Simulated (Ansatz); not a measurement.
AgCl: frozen-core PAW against all-electron methods

```
Ag Cl
1.0
     0.00000    2.80520    2.80520
     2.80520    0.00000    2.80520
     2.80520    2.80520    0.00000
Ag Cl
1 1
Direct
  0.00000 0.00000 0.00000
  0.50000 0.50000 0.50000
```

Atoms are numbered in the order listed.

The structure comes from a relaxation in the same program, started in the rocksalt type, and has space group Fm-3m. Whether it is a known phase or the ground state wasn't checked.

Levels of theory: DFT, PBEsol, PAW with Ansatz's default frozen-core files, scalar-relativistic (Ansatz 0.2.0); DFT, PBEsol, all-electron LAPW, scalar-relativistic (Ansatz 0.2.0).

For PAW: a Γ-centred 12×12×12 k mesh, Fermi–Dirac smearing of 0.08 eV, cutoff 420 eV, no spin polarisation; the PAW files were made with PBE, and the program remakes their frozen cores for this functional. LAPW targets a basis error of 0.5 meV/atom. The Ansatz runs share mesh, smearing and spin set-up. Plane-wave (PAW) pressures include the program's estimate of the Pulay term.

Stress and pressure are positive in compression.

Levels count from the top of the valence band.

```
                      quantity     PAW    LAPW
                pressure (GPa)   -3.95   -3.95
                 band gap (eV)   0.745   0.747
highest filled level at L (eV)   0.000   0.000
  lowest empty level at L (eV)   4.117   4.118
highest filled level at X (eV)  -1.824  -1.825
  lowest empty level at X (eV)   2.286   2.288
highest filled level at Γ (eV)  -2.189  -2.188
  lowest empty level at Γ (eV)   0.745   0.747
```

PAW's pressure differs from the LAPW value by about 0.01 GPa or less.
